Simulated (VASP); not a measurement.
# AlAs (F-43m) in VASP: relaxation of cell and atoms with PBE

Aim: the relaxation of cell and atoms of AlAs with PBE.

Program: VASP 6.6.1. These are calculated values, not measurements. Logs are shortened: lines on timing, memory, paths and dates and some standing lists are left out, and cuts for length are marked.

### Step 1. The crystal as given

The structure is cubic, space group F-43m (No. 216). Conventional cell: a = 5.661 Å, b = 5.661 Å, c = 5.661 Å, α = 90.00°, β = 90.00°, γ = 90.00°. Around Al (site symmetry -43m) lie 4 As at 2.45 Å. Around As (site symmetry -43m) lie 4 Al at 2.45 Å.

### Step 2. Relaxation of cell and atoms, PBE

The input, INCAR:

```
  ALGO = Normal
  EDIFF = 1E-7
  EDIFFG = -0.004
  ENCUT = 600
  GGA = PE
  IBRION = 2
  ISIF = 3
  ISMEAR = 0
  LASPH = T
  LCHARG = F
  LREAL = F
  LWAVE = F
  NELM = 80
  NSW = 80
  PREC = Accurate
  SIGMA = 0.02
```

The input, KPOINTS:

```
k-points
0
Gamma
  8 8 8
```

The input, POSCAR:

```
AlAs
1.0
    0.0000000000      2.8304000000      2.8304000000
    2.8304000000      0.0000000000      2.8304000000
    2.8304000000      2.8304000000      0.0000000000
Al As
1 1
Direct
    0.0000000000      0.0000000000      0.0000000000
    0.2500000000      0.2500000000      0.2500000000
```

Potentials or basis: VASP PAW PBE potentials, release 64 (Al, As).

Command:

```console
cat potpaw_PBE.64/Al/POTCAR potpaw_PBE.64/As/POTCAR > POTCAR
mpirun -np 1 vasp_std > vasp.out
```

OUTCAR:

```text
EDIFF = 1E-7
   EDIFFG = -0.004
   ENCUT = 600
   GGA = PE
   IBRION = 2
   ISIF = 3
   ISMEAR = 0
   LASPH = T
   LREAL = F
   NELM = 80
   NSW = 80
   PREC = Accurate

 ion  position               nearest neighbor table
   1  0.000  0.000  0.000-   2 2.45   2 2.45   2 2.45   2 2.45
   2  0.250  0.250  0.250-   1 2.45   1 2.45   1 2.45   1 2.45

  LATTYP: Found a face centered cubic cell.
 ALAT       =     5.6608000000

  Lattice vectors:

 A1 = (   0.0000000000,   2.8304000000,   2.8304000000)
 A2 = (   2.8304000000,   0.0000000000,   2.8304000000)
 A3 = (   2.8304000000,   2.8304000000,   0.0000000000)

Analysis of symmetry for initial positions (statically):
=====================================================================
 Subroutine PRICEL returns:
 Original cell was already a primitive cell.

 Routine SETGRP: Setting up the symmetry group for a
 face centered cubic supercell.

 Subroutine GETGRP returns: Found 24 space group operations
 (whereof 24 operations were pure point group operations)
 out of a pool of 48 trial point group operations.

The static configuration has the point symmetry T_d .

Analysis of symmetry for dynamics (positions and initial velocities):
=====================================================================
 Subroutine PRICEL returns:
 Original cell was already a primitive cell.

 Routine SETGRP: Setting up the symmetry group for a
 face centered cubic supercell.

 Subroutine GETGRP returns: Found 24 space group operations
 (whereof 24 operations were pure point group operations)
 out of a pool of 48 trial point group operations.

The dynamic configuration has the point symmetry T_d .

 Subroutine INISYM returns: Found 24 space group operations
 (whereof 24 operations are pure point group operations),
 and found     1 'primitive' translations

----------------------------------------------------------------------------------------

                                     Primitive cell

  volume of cell :      45.3496

  direct lattice vectors                    reciprocal lattice vectors
     0.000000000  2.830400000  2.830400000    -0.176653477  0.176653477  0.176653477
     2.830400000  0.000000000  2.830400000     0.176653477 -0.176653477  0.176653477
     2.830400000  2.830400000  0.000000000     0.176653477  0.176653477 -0.176653477

  length of vectors
     4.002790067  4.002790067  4.002790067     0.305972797  0.305972797  0.305972797

  position of ions in fractional coordinates (direct lattice)
     0.000000000  0.000000000  0.000000000
     0.250000000  0.250000000  0.250000000

  ion indices of the primitive-cell ions
   primitive index   ion index
                 1           1
                 2           2

----------------------------------------------------------------------------------------

 KPOINTS: k-points

Automatic generation of k-mesh.
 Grid dimensions read from file:
 generate k-points for:    8    8    8

 Generating k-lattice:

  Cartesian coordinates                     Fractional coordinates (reciprocal lattice)
    -0.022081685  0.022081685  0.022081685     0.125000000  0.000000000  0.000000000
     0.022081685 -0.022081685  0.022081685     0.000000000  0.125000000  0.000000000
     0.022081685  0.022081685 -0.022081685     0.000000000  0.000000000  0.125000000

  Length of vectors
     0.038246600  0.038246600  0.038246600

  Shift w.r.t. Gamma in fractional coordinates (k-lattice)
     0.000000000  0.000000000  0.000000000

 Subroutine IBZKPT returns following result:
 ===========================================

 Found     29 irreducible k-points:

 Following reciprocal coordinates:
            Coordinates               Weight
  0.000000  0.000000  0.000000      1.000000
  0.125000  0.000000  0.000000      8.000000
  0.250000  0.000000  0.000000      8.000000
  0.375000  0.000000  0.000000      8.000000
  0.500000  0.000000  0.000000      4.000000
  0.125000  0.125000  0.000000      6.000000
[... 16 lines left out ...]
  0.500000  0.250000  0.125000     48.000000
 -0.375000  0.250000  0.125000     24.000000
 [... further k-points ...]
   k-points           NKPTS =     29   k-points in BZ     NKDIM =     29   number of bands    NBANDS=      8
   number of dos      NEDOS =    301   number of ions     NIONS =      2
   total plane-waves  NPLWV =  32768
   dimension x,y,z NGX =    32 NGY =   32 NGZ =   32
   dimension x,y,z NGXF=    64 NGYF=   64 NGZF=   64
   ions per type =               1   1
   NGX,Y,Z   is equivalent  to a cutoff of  13.29, 13.29, 13.29 a.u.
   NGXF,Y,Z  is equivalent  to a cutoff of  26.58, 26.58, 26.58 a.u.
 SYSTEM =  unknown system
   PREC   = accura    normal or accurate (medium, high low for compatibility)
   ISTART =      0    job   : 0-new  1-cont  2-samecut
   ICHARG =      2    charge: 1-file 2-atom 10-const
   ISPIN  =      1    spin polarized calculation?
   LNONCOLLINEAR =      F non collinear calculations
   LSORBIT =      F    spin-orbit coupling
   LASPH  =      T    aspherical Exc in radial PAW
   ENCUT  =  600.0 eV  44.10 Ry    6.64 a.u.   7.99  7.99  7.99*2*pi/ulx,y,z
   NELM   =     80;   NELMIN=  2; NELMDL= -5     # of ELM steps
   EDIFF  = 0.1E-06   stopping-criterion for ELM
   LREAL  =      F    real-space projection
   EDIFFG = -.4E-02   stopping-criterion for IOM
   NSW    =     80    number of steps for IOM
   IBRION =      2    ionic relax: 0-MD 1-quasi-New 2-CG
   NFREE  =      1    steps in history (QN), initial steepest desc. (CG)
   ISIF   =      3    stress and relaxation
   ISYM   =      2    0-nonsym 1-usesym 2-fastsym
   POTIM  = 0.5000    time-step for ionic-motion
   TEBEG  =    0.0;   TEEND  =   0.0 temperature during run
   PSTRESS=    0.0 pullay stress
   NELECT =       8.0000    total number of electrons
   NUPDOWN=      -1.0000    fix difference up-down
   EMIN   =  10.00;   EMAX   =-10.00  energy-range for DOS
   EFERMI =   0.00;   METHOD = LEGACY
   ISMEAR =     0;   SIGMA  =   0.02  broadening in eV -4-tet -1-fermi 0-gaus
   EFERMI_NEDOS =   21; number of points for ismear=-14 and -15
   IALGO  =     38    algorithm
   IMIX   =      4    mixing-type and parameters
     AMIX     =   0.40;   BMIX     =  1.00
     AMIX_MAG =   1.60;   BMIX_MAG =  1.00
  volume/ion in A,a.u.               =      22.67       153.02
  Fermi-wavevector in a.u.,A,eV,Ry     =   0.918150  1.735052 11.469706  0.843000
  Thomas-Fermi vector in A             =   2.043199
   LORBIT       =      0    0 simple, 1 ext, 2 COOP (PROOUT), +10 PAW based schemes
   GGA     = PE    functional components
   LHFCALC =     F    Hartree Fock is set to
   AEXX    =    0.0000 exact exchange contribution
   IVDW    =     0    specifies the selected vdW correction
   LEPSILON=     F    determine dielectric tensor
   LRPA    =     F    only Hartree local field effects (RPA)
 conjugate gradient relaxation of ions
 non-spin polarized calculation
 Gauss-broadening in eV      SIGMA  =   0.02
  energy-cutoff  :      600.00
  volume of cell :       45.35
 maximum number of plane-waves:      1540
   NGX = 15   NGY = 15   NGZ = 15

--------------------------------------- Ionic step        1  -------------------------------------------

 number of electron       8.0000001 magnetization

 Free energy of the ion-electron system (eV)
  ---------------------------------------------------
  ext. energy  EPLUGINS =         0.00000000
  ---------------------------------------------------
  free energy    TOTEN  =        -9.37347862 eV

  energy without entropy =       -9.37347862  energy(sigma->0) =       -9.37347862

 E-fermi :   4.0304     XC(G=0):  -9.0416

 val. band max:        3.8895037693   @ k =   0.0000   0.0000   0.0000
 cond. band min:       5.3240933764   @ k =   0.5000   0.5000   0.0000
 fundamental gap:      1.4345896071
 Fermi energy:         4.0304195689

 k-point     1 :       0.0000    0.0000    0.0000
  band No.  band energies     occupation
      1      -7.9753      2.00000
      2       3.8895      2.00000
      3       3.8895      2.00000
      4       3.8895      2.00000
      5       5.9506      0.00000
      6       8.1765      0.00000
      7       8.1765      0.00000
      8       8.1765      0.00000

 k-point     2 :       0.1250    0.0000    0.0000
  band No.  band energies     occupation
      1      -7.8224      2.00000
      2       2.4638      2.00000
      3       3.7283      2.00000
      4       3.7283      2.00000
      5       6.6911      0.00000
      6       8.4588      0.00000
      7       8.4588      0.00000
      8       8.5867      0.00000
[... 300 lines left out ...]
 POSITION                                       TOTAL-FORCE (eV/Angst)
 -----------------------------------------------------------------------------------
      0.00000      2.88392      2.88392         0.000000      0.000000      0.000000
      1.44196      1.44196      1.44196        -0.000000     -0.000000     -0.000000
 -----------------------------------------------------------------------------------
    total drift:                               -0.000000     -0.000000     -0.000000

  FREE ENERGIE OF THE ION-ELECTRON SYSTEM (eV)
  ---------------------------------------------------
  free  energy   TOTEN  =        -9.3848305030 eV

  energy  without entropy=       -9.3848305030  energy(sigma->0) =       -9.38483050

--------------------------------------- Ionic step        3  -------------------------------------------

 number of electron       8.0000000 magnetization

 Free energy of the ion-electron system (eV)
  ---------------------------------------------------
  ext. energy  EPLUGINS =         0.00000000
  ---------------------------------------------------
  free energy    TOTEN  =        -9.38810478 eV

  energy without entropy =       -9.38810478  energy(sigma->0) =       -9.38810478

 E-fermi :   3.7251     XC(G=0):  -8.8948

 val. band max:        3.5732706481   @ k =   0.0000   0.0000   0.0000
 cond. band min:       5.0718846318   @ k =   0.5000   0.5000   0.0000
 fundamental gap:      1.4986139837
 Fermi energy:         3.7251250326

 k-point     1 :       0.0000    0.0000    0.0000
  band No.  band energies     occupation
      1      -8.0839      2.00000
      2       3.5733      2.00000
      3       3.5733      2.00000
      4       3.5733      2.00000
      5       5.3364      0.00000
      6       7.7959      0.00000
      7       7.7959      0.00000
      8       7.7959      0.00000

 k-point     2 :       0.1250    0.0000    0.0000
  band No.  band energies     occupation
      1      -7.9384      2.00000
      2       2.1487      2.00000
      3       3.4181      2.00000
      4       3.4181      2.00000
      5       6.1398      0.00000
      6       8.0682      0.00000
      7       8.0682      0.00000
      8       8.1500      0.00000
[... 264 lines left out ...]
 POSITION                                       TOTAL-FORCE (eV/Angst)
 -----------------------------------------------------------------------------------
      0.00000      0.00000      0.00000        -0.000000      0.000000      0.000000
      1.43317      1.43317      1.43317         0.000000     -0.000000     -0.000000
 -----------------------------------------------------------------------------------
    total drift:                               -0.000000     -0.000000     -0.000000

  FREE ENERGIE OF THE ION-ELECTRON SYSTEM (eV)
  ---------------------------------------------------
  free  energy   TOTEN  =        -9.3881047806 eV

  energy  without entropy=       -9.3881047806  energy(sigma->0) =       -9.38810478

 reached required accuracy - stopping structural energy minimisation
```

It took 16 s on 1 thread of Intel Xeon Platinum 8488C (Sapphire Rapids), shared host; peak memory 0.18 GiB.

Results:

* Free energy: -9.3881 eV
* Relaxed volume: 23.55 Å³/atom
* Relaxed cell: a = 4.054 Å, b = 4.054 Å, c = 4.054 Å, α = 60.00°, β = 60.00°, γ = 60.00°
* Space group after relaxing (to 0.05 Å): F-43m (No. 216)
* Energy gained by relaxing: 7.3 meV/atom
* Ionic steps: 3
* Pressure after relaxing: 0.0 GPa
* Band gap on the k mesh: 1.50 eV, indirect (least direct gap 1.76 eV)

Step by step:
```csv
step,energy change (eV),largest force (eV/Å),pressure (GPa),volume (Å³)
1,0.0000,0.0000,2.77,45.35
2,-0.0114,0.0000,-1.18,47.97
3,-0.0146,0.0000,0.01,47.10
```

Final structure:
```cif
data_structure
_symmetry_space_group_name_H-M 'P 1'
_symmetry_Int_Tables_number 1
_cell_length_a 4.0536
_cell_length_b 4.0536
_cell_length_c 4.0536
_cell_angle_alpha 60.000
_cell_angle_beta 60.000
_cell_angle_gamma 60.000
_cell_volume 47.10
loop_
_atom_site_label
_atom_site_type_symbol
_atom_site_fract_x
_atom_site_fract_y
_atom_site_fract_z
_atom_site_occupancy
Al1 Al 0.00000 0.00000 0.00000 1
As1 As 0.25000 0.25000 0.25000 1
```

Levels at points of the mesh, in eV from the valence-band top:
```
           k point  band 2  band 3  band 4  band 5  band 6  band 7
(0.00, 0.00, 0.00)    0.00    0.00    0.00    1.76    4.22    4.22
(0.50, 0.00, 0.00)   -5.41   -0.80   -0.80    2.00    4.65    4.65
(0.50, 0.50, 0.00)   -5.30   -2.09   -2.09    1.50    2.29   10.04
```

A k mesh can miss the band edges. Zero-point motion and thermal expansion aren't in these numbers.
